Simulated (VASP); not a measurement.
# Ge (Fd-3m) in VASP: notebook, part 2 of 2

VASP 6.6.1. Earlier steps stand in the parts before.

## (4) Single point, PBEsol (grid = ENCUT=250 dk=0.45 cell=2x2x1 ISMEAR=0 SIGMA=0.05 LREAL=Auto EDIFF=1e-06)

INCAR reads:

```
SYSTEM = Ge
ALGO     = Fast           ! electronic algorithm
EDIFF    = 1E-6           ! SCF threshold, eV
ENCUT    = 250            ! plane-wave cutoff, eV
GGA      = PS             ! functional
ISIF     = 2              ! what is computed and relaxed
ISMEAR   = 0              ! smearing method
LASPH    = .TRUE.         ! aspherical terms in the spheres
LCHARG   = .FALSE.        ! write CHGCAR
LREAL    = Auto         
LWAVE    = .FALSE.        ! write WAVECAR
NBANDS   = 64             ! bands
NELM     = 120            ! most SCF steps
PREC     = Accurate       ! precision mode
SIGMA    = 0.05           ! smearing width, eV
```

KPOINTS reads:

```
k-points
0
G
  5 5 5
  0 0 0
```

POSCAR reads:

```
Ge
1.0
    0.0000000000      5.6578200000      5.6578200000
    5.6578200000      0.0000000000      5.6578200000
    2.8289100000      2.8289100000      0.0000000000
Ge
8
Direct
    0.3750000000      0.3750000000      0.7500000000
    0.3750000000      0.8750000000      0.7500000000
    0.8750000000      0.3750000000      0.7500000000
    0.8750000000      0.8750000000      0.7500000000
    0.2500000000      0.2500000000      0.5000000000
    0.2500000000      0.7500000000      0.5000000000
    0.7500000000      0.2500000000      0.5000000000
    0.7500000000      0.7500000000      0.5000000000
```

Potentials or basis: VASP PAW PBE potentials, release 64 (Ge_d).

Launch:

```console
$ cat potpaw_PBE.64/Ge_d/POTCAR > POTCAR
$ mpirun -np 1 vasp_std > vasp.out
```

OUTCAR:

```text
SYSTEM = Ge
   EDIFF = 1E-6
   ENCUT = 250
   GGA = PS
   ISIF = 2
   ISMEAR = 0
   LASPH = .TRUE.
   LREAL = Auto
   NELM = 120
   PREC = Accurate

 Found     27 irreducible k-points:

 Following reciprocal coordinates:
            Coordinates               Weight
  0.000000  0.000000  0.000000      1.000000
  0.200000  0.000000  0.000000      4.000000
  0.400000  0.000000  0.000000      4.000000
  0.200000  0.200000  0.000000      2.000000
  0.400000  0.200000  0.000000      4.000000
 -0.400000  0.200000  0.000000      4.000000
   k-points           NKPTS =     27   k-points in BZ     NKDIM =     27   number of bands    NBANDS=     64
   number of dos      NEDOS =    301   number of ions     NIONS =      8
   total plane-waves  NPLWV =  42336
   dimension x,y,z NGX =    42 NGY =   42 NGZ =   24
   dimension x,y,z NGXF=    84 NGYF=   84 NGZF=   48
   ions per type =               8
   NGX,Y,Z   is equivalent  to a cutoff of   8.73,  8.73,  9.97 a.u.
   NGXF,Y,Z  is equivalent  to a cutoff of  17.45, 17.45, 19.95 a.u.
 SYSTEM =  Ge
   PREC   = accura    normal or accurate (medium, high low for compatibility)
   ISTART =      0    job   : 0-new  1-cont  2-samecut
   ICHARG =      2    charge: 1-file 2-atom 10-const
   ISPIN  =      1    spin polarized calculation?
   LNONCOLLINEAR =      F non collinear calculations
   LSORBIT =      F    spin-orbit coupling
   LASPH  =      T    aspherical Exc in radial PAW
   ENCUT  =  250.0 eV  18.37 Ry    4.29 a.u.  10.32 10.32  5.16*2*pi/ulx,y,z
   NELM   =    120;   NELMIN=  2; NELMDL= -5     # of ELM steps
   EDIFF  = 0.1E-05   stopping-criterion for ELM
   LREAL  =      T    real-space projection
   EDIFFG = 0.1E-04   stopping-criterion for IOM
   NSW    =      0    number of steps for IOM
   IBRION =     -1    ionic relax: 0-MD 1-quasi-New 2-CG
   NFREE  =      0    steps in history (QN), initial steepest desc. (CG)
   ISIF   =      2    stress and relaxation
   ISYM   =      2    0-nonsym 1-usesym 2-fastsym
   POTIM  = 0.5000    time-step for ionic-motion
   TEBEG  =    0.0;   TEEND  =   0.0 temperature during run
   PSTRESS=    0.0 pullay stress
   NELECT =     112.0000    total number of electrons
   NUPDOWN=      -1.0000    fix difference up-down
   EMIN   =  10.00;   EMAX   =-10.00  energy-range for DOS
   EFERMI =   0.00;   METHOD = LEGACY
   ISMEAR =     0;   SIGMA  =   0.05  broadening in eV -4-tet -1-fermi 0-gaus
   EFERMI_NEDOS =   21; number of points for ismear=-14 and -15
   IALGO  =     68    algorithm
   IMIX   =      4    mixing-type and parameters
     AMIX     =   0.40;   BMIX     =  1.00
     AMIX_MAG =   1.60;   BMIX_MAG =  1.00
  volume/ion in A,a.u.               =      22.64       152.78
  Fermi-wavevector in a.u.,A,eV,Ry     =   1.394756  2.635708 26.468033  1.945346
  Thomas-Fermi vector in A             =   2.518275
   LORBIT       =      0    0 simple, 1 ext, 2 COOP (PROOUT), +10 PAW based schemes
   GGA     = PS    functional components
   LHFCALC =     F    Hartree Fock is set to
   AEXX    =    0.0000 exact exchange contribution
   IVDW    =     0    specifies the selected vdW correction
   LEPSILON=     F    determine dielectric tensor
   LRPA    =     F    only Hartree local field effects (RPA)
 non-spin polarized calculation
 RMM-DIIS sequential band-by-band and
 Gauss-broadening in eV      SIGMA  =   0.05
  energy-cutoff  :      250.00
  volume of cell :      181.11
 maximum number of plane-waves:      1643
 NGX is ok and might be reduce to    42
   NGX = 21   NGY = 21   NGZ = 11

 number of electron     111.9999904 magnetization

 Free energy of the ion-electron system (eV)
  ---------------------------------------------------
  ext. energy  EPLUGINS =         0.00000000
  ---------------------------------------------------
  free energy    TOTEN  =       -38.69694574 eV

  energy without entropy =      -38.69623659  energy(sigma->0) =      -38.69659117

 E-fermi :   4.8724     XC(G=0): -10.1241

 val. band max:        4.8556838910   @ k =   0.0000   0.0000   0.0000
 cond. band min:       4.9655453227   @ k =   0.0000   0.0000   0.0000
 fundamental gap:      0.1098614317
 Fermi energy:         4.8724243420

 k-point     1 :       0.0000    0.0000    0.0000
  band No.  band energies     occupation
      1     -20.1339      2.00000
      2     -20.1339      2.00000
      3     -20.1320      2.00000
      4     -20.1320      2.00000
      5     -20.1288      2.00000
      6     -20.1250      2.00000
[... 56 lines left out ...]
     63       7.3851      0.00000
     64       7.3882      0.00000

 k-point     2 :       0.2000    0.0000    0.0000
  band No.  band energies     occupation
      1     -20.1375      2.00000
      2     -20.1343      2.00000
      3     -20.1287      2.00000
      4     -20.1206      2.00000
      5     -20.1164      2.00000
      6     -20.1144      2.00000
[... 56 lines left out ...]
     63       7.7051      0.00000
     64       7.9634      0.00000

 k-point     3 :       0.4000    0.0000    0.0000
  band No.  band energies     occupation
      1     -20.1353      2.00000
      2     -20.1342      2.00000
      3     -20.1326      2.00000
      4     -20.1239      2.00000
      5     -20.1107      2.00000
      6     -20.1086      2.00000
[... 56 lines left out ...]
     63       8.2756      0.00000
     64       8.5782      0.00000

 k-point     4 :       0.2000    0.2000    0.0000
  band No.  band energies     occupation
      1     -20.1336      2.00000
      2     -20.1297      2.00000
      3     -20.1237      2.00000
      4     -20.1237      2.00000
      5     -20.1185      2.00000
      6     -20.1185      2.00000
[... 56 lines left out ...]
     63       8.2251      0.00000
     64       8.2396      0.00000

 k-point     5 :       0.4000    0.2000    0.0000
  band No.  band energies     occupation
      1     -20.1382      2.00000
      2     -20.1322      2.00000
      3     -20.1301      2.00000
      4     -20.1228      2.00000
      5     -20.1218      2.00000
      6     -20.1160      2.00000
[... 56 lines left out ...]
     63       8.6902      0.00000
     64       8.7694      0.00000

 k-point     6 :      -0.4000    0.2000    0.0000
  band No.  band energies     occupation
      1     -20.1339      2.00000
      2     -20.1335      2.00000
      3     -20.1271      2.00000
      4     -20.1157      2.00000
      5     -20.1080      2.00000
      6     -20.1034      2.00000
[... 56 lines left out ...]
     63       8.3443      0.00000
     64       8.5239      0.00000

 [... further k-points ...]

------------------------ aborting loop because EDIFF is reached ----------------------------------------

  FORCE on cell =-STRESS in cart. coord.  units (eV):
  Direction    XX          YY          ZZ          XY          YZ          ZX
  --------------------------------------------------------------------------------------
  -------------------------------------------------------------------------------------
  Total      -21.1173746    -21.1173746    -21.5220839      0.2201057      0.0000000     -0.0000000
  in kB     -186.8112930   -186.8112930   -190.3914858      1.9471281      0.0000000     -0.0000000
  external PRESSURE =    -188.0046906 kB  Pullay stress =       0.0000000 kB

 VOLUME and BASIS-vectors are now :
 -----------------------------------------------------------------------------
  energy-cutoff  :      250.00
  volume of cell :      181.11
      direct lattice vectors                 reciprocal lattice vectors
     0.000000000  5.657820000  5.657820000    -0.088373260  0.088373260  0.088373260
     5.657820000  0.000000000  5.657820000     0.088373260 -0.088373260  0.088373260
     2.828910000  2.828910000  0.000000000     0.176746521  0.176746521 -0.176746521

 POSITION                                       TOTAL-FORCE (eV/Angst)
 -----------------------------------------------------------------------------------
      4.24336      4.24336      4.24336        -0.000000     -0.000000     -0.012761
      7.07227      4.24336      7.07227        -0.000000     -0.000000     -0.012761
      4.24336      7.07227      7.07227        -0.000000     -0.000000     -0.012761
      7.07227      7.07227      9.90118        -0.000000     -0.000000     -0.012761
      2.82891      2.82891      2.82891         0.000000      0.000000      0.012761
      5.65782      2.82891      5.65782         0.000000      0.000000      0.012761
      2.82891      5.65782      5.65782         0.000000      0.000000      0.012761
      5.65782      5.65782      8.48673         0.000000      0.000000      0.012761
 -----------------------------------------------------------------------------------
    total drift:                                0.000033      0.000033     -0.000786

  FREE ENERGIE OF THE ION-ELECTRON SYSTEM (eV)
  ---------------------------------------------------
  free  energy   TOTEN  =       -38.6969457399 eV

  energy  without entropy=      -38.6962365934  energy(sigma->0) =      -38.69659117
```

It took 2.9 min on 1 thread of AMD EPYC 9R45 (Zen 5), shared host; peak memory 0.2 GiB.

The run converged, but a check on its numbers failed (symmetry, net force, bounds or a known fault of this set-up), so they aren't taken as properties of the crystal.

Caveat: the k mesh is coarse (spacing up to 0.38 Å⁻¹), so the values aren't converged; the cutoff lies under the usual one of these potentials, so the numbers hold a large basis-set error; the PAW data sets were made with another functional, which shifts forces and pressure a little; the real-space grid breaks the cell's symmetry a little.
